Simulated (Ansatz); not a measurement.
H, diamond type; equations of state without spin from Ansatz PAW hard set, 700 eV.

PBE (k-mesh 31³, smearing 0.061 eV) gives V₀ = 3.416 Å³/atom and B₀ = 91 GPa.

Question: What does r²SCAN give (700 eV, k-mesh 19³, smearing 0.1 eV)?

Answer: V₀ = 3.355 Å³/atom (-1.8 %) and B₀ = 97 GPa (+6 %).

This cubic structure is a model: it isn't the usual form of the substance at ambient conditions, and such phases are metastable or hypothetical. The k-mesh is modest, so these values aren't fully converged in k. Potentials made with PBE were used with another functional (at least in: Ansatz PAW hard set, 700 eV (r²SCAN)).
